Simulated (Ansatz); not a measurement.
Lu: one input, then a changed one

The cell was built from the sc type and relaxed in the same program; it needn't be a known or the stable phase. The listed cell was then made from it by scaling, straining or moving an atom.

First run: DFT, PBE, all-electron PAW with datasets made for the crystal, scalar-relativistic (Ansatz 0.2.0).

Command: `ansatz run input.yaml --threads 1 --pin off --max-ram 2048MiB --backend cpu --events-out ev --progress --plain --runs-dir out` The run took 4.7 s on 1 thread of AMD EPYC 9R14 (Zen 4), with other jobs on the host.

```yaml
crystal:
  lattice:
    - [3.1380053472, 0.0, 0.0]
    - [0.0, 3.1380053472, 0.0]
    - [0.0, 0.0, 3.1380053472]
  atoms:
    - { symbol: Lu, position: [0.0, 0.0, 0.0] }
kpoints:
  mp_grid: { grid: [13, 13, 13] }
scf:
  occupations: { method: fermi_dirac, width: 0.03 }
hamiltonian:
  xc: pbe
  pseudopotentials: { kind: all_electron, datasets: crystal }
output:
  forces: true
  stress: true
  eigenvalues: true
  efg: { contact_densities: true }
```

Result: converged; pressure 2.03 GPa; 8 SCF iterations.

Spin–orbit coupling is left out, though it moves levels of the heavy atoms by tenths of an eV or more.

The input is then changed:

```diff
@@ -9,5 +9,6 @@
   mp_grid: { grid: [13, 13, 13] }
 scf:
-  occupations: { method: fermi_dirac, width: 0.03 }
+  occupations: { method: tetrahedron_uncorrected }
+  n_extra_bands: 16
 hamiltonian:
   xc: pbe
```

Question: Predict the outcome of the changed run.

Answer: It converged; energy at zero smearing +33.9 meV/atom from the first run; pressure 2.30 GPa; 9 SCF iterations.

The results part of its log:

```
154 of the run's printed levels, from 35.57 eV on, may lie off, as they stand: their residual norms reach 4.7 eV (residual_norms_ev in the JSON report holds each one's)
SCF 1 converged in 9 iterations: F = -396242.153669 eV  dr2 = 4.25e-10
  Residual-converged pass: ⟨swp⟩=2.0  Hψ=3423  notcnv=0  max |occ|·‖R‖ = 3.6e-6 eV (tolerance 3.7e-6 eV)  dr2=4.23e-10  dr2_onsite=1.52e-9  max |Δocc| = 4.1e-13
  greatest PAW one-centre occupation: 0.998 electrons in one spin orbital (limit 2), on the Lu atom at site 0 (counted from 0), in its partial waves of l = 0
SCF converged after 9 iterations
Free energy (F): -396242.153669 eV
Harris-Foulkes:  -396242.153669 eV  (|F-HF|=1.57e-9)
Internal energy: -396242.153636 eV  (E = F + TS)
E sigma→0 (E₀):  -396242.153669 eV
Entropy (-TS):   -0.000034 eV (-0.034 meV/atom)
Past the cutoff: the bands carry plane waves up to 1.75 times it, of which those up to 1.5 times it add -0.001064 eV an atom, each by itself; the spheres take 0.000439 eV an atom off the energy for waves past 1.75 times it
By the cutoff:   a pressure is off by up to 0.007 GPa (1.2 times the spheres' own share and the shells' term, over an atom's volume, and 0.004 GPa: a bound that held against runs at twice the plane waves)
Past the cutoffs: a stress includes 0.0038 GPa for waves and charges beyond them, in addition to the slope of what the spheres take
In the spheres:  the bands' charges fall short by 9.3e-7 e at most (sound up to 1e-3)
Fermi energy:    14.032093 eV
--- Per-component energies (eV) ---
  The terms above E_closure are by the made datasets' own strengths, without shells solved beside the bands.
--- Forces (eV/Å), atoms counted from 1 ---
  atom   1  Lu     0.00000000    -0.00000000     0.00000000
  max |Σ_I F_I| component: 7.40e-32 eV/Å
--- Stress (GPa, compression-positive) ---
        2.299302       0.000000       0.000000
        0.000000       2.299302       0.000000
        0.000000       0.000000       2.299302
  P = ⅓ Tr σ = 2.2993 GPa (22.993 kbar)
--- PAW observables at the nuclei: V_zz in 10²¹ V/m², potentials from the cell's mean, atoms counted from 1 ---
  atom   1  Lu V_zz =    -0.000000   η = 0.0000   by run symmetry: forbidden
            electrostatic potential = -13867.833698 V   contact ρ = 6961996.339971 e/Å³
--- Band table (eV; the first three rows and the last of 84) ---
  k-point 0: bands = ["-42.5444", "-12.9384", "-12.9384", "-12.9384", "8.2243", "8.7028", "8.7028", "8.7028", "8.7364", "8.7364", "8.7364", "8.7702", "13.5420", "13.5420", "20.3945", "20.3945", "20.3945", "25.0104", "25.0104", "25.0104", "28.5431", "31.6150", "31.6150", "33.9848", "33.9848", "33.9848"]
  k-point 1: bands = ["-42.5424", "-12.9772", "-12.9351", "-12.9351", "8.3530", "8.7003", "8.7047", "8.7047", "8.7298", "8.7382", "8.7382", "8.7693", "13.5835", "13.6446", "20.1011", "20.1011", "20.4124", "24.3055", "25.3618", "25.3618", "29.1524", "30.5943", "31.9892", "34.1631", "34.1631", "35.1491"]
  k-point 2: bands = ["-42.5369", "-13.0835", "-12.9261", "-12.9261", "8.6935", "8.6961", "8.7093", "8.7093", "8.7377", "8.7441", "8.7441", "8.7669", "13.7013", "13.9132", "19.4414", "19.4414", "20.4624", "23.0871", "26.1877", "26.1877", "29.0691", "29.9141", "33.2822", "34.6550", "34.6550", "37.0320"]
  k-point 83: bands = ["-42.4436", "-13.4126", "-13.4113", "-13.4113", "8.6892", "8.6956", "8.6959", "8.6959", "8.7670", "8.7670", "8.7686", "13.4809", "13.5902", "13.5902", "20.4250", "21.2249", "21.2249", "21.6281", "23.3972", "23.3972", "28.3451", "30.9247", "30.9247", "31.0559", "42.2156", "42.2156"]
```
